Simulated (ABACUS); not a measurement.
Wanted: the native input for an ABACUS 3.10.1 run.

| Quantity | Value |
| --- | --- |
| Task | band structure |
| Functional | TM |
| Potentials or basis | SG15 ONCV 1.2 PBE |
| Cutoff | 1415 eV |
| Density cutoff | 5660 eV |
| Basis | plane waves |
| Occupations | fermi-dirac, width 0.05 eV |
| Spin | collinear spin, ferromagnetic start |
| Starting moments | [3.0] μB |
| Radial cutoff of the potentials (pseudo_rcut) | 10 bohr |
| Threshold of the eigensolver | 1e-07 Ry |
| Density | read from an earlier self-consistent run |
| Path | G-H-N-G-P-H, P-N |
| Points for each segment of the path | 10 |
| SCF threshold on the density | 1e-08 |
| Max SCF steps | 100 |
| Eigensolver | dav |
| Mixing | broyden |
| Mixing share | 0.4 |
| Symmetry key | -1 |

Crystal: Fe.

```xyz
1
Lattice="-1.4430 1.4430 1.4430 1.4430 -1.4430 1.4430 1.4430 1.4430 -1.4430" Properties=species:S:1:pos:R:3 pbc="T T T"
Fe    0.0000    0.0000    0.0000
```

One way to write it, as run:

INPUT

```
INPUT_PARAMETERS
suffix              Fe
calculation         nscf
basis_type          pw
pseudo_dir          ./
symmetry            -1
dft_functional      MGGA_X_TM+MGGA_C_TM
ecutwfc             104.0
pseudo_rcut         10
nspin               2
nbands              20
ks_solver           dav
smearing_method     fd
smearing_sigma      0.00367493
scf_thr             1e-08
scf_nmax            100
mixing_type         broyden
mixing_beta         0.4
mixing_tau          1
init_chg            file
pw_diag_thr         1e-07
out_band            1
kpar                4
```

STRU

```
ATOMIC_SPECIES
Fe 55.8450 Fe_ONCV_PBE-1.2.upf

LATTICE_CONSTANT
1.8897261246

LATTICE_VECTORS
-1.4430000000 1.4430000000 1.4430000000
1.4430000000 -1.4430000000 1.4430000000
1.4430000000 1.4430000000 -1.4430000000

ATOMIC_POSITIONS
Direct

Fe
0.0
1
0.0000000000 0.0000000000 0.0000000000 1 1 1 mag 3
```

KPT

```
K_POINTS
8
Line
0.00000000 0.00000000 0.00000000 10 // G
0.50000000 -0.50000000 0.50000000 10 // H
0.00000000 0.00000000 0.50000000 10 // N
0.00000000 0.00000000 0.00000000 10 // G
0.25000000 0.25000000 0.25000000 10 // P
0.50000000 -0.50000000 0.50000000 1 // H
0.25000000 0.25000000 0.25000000 10 // P
0.00000000 0.00000000 0.50000000 1 // N
```

Potentials or basis: SG15 ONCV 1.2 PBE, plane waves.

Run with:

```sh
$ OMP_NUM_THREADS=1 mpirun -np 4 abacus > log
```

Wall time 10 s on 4 MPI ranks on AMD EPYC 9R14 (Zen 4) (shared host), peak memory 0.36 GiB a rank.
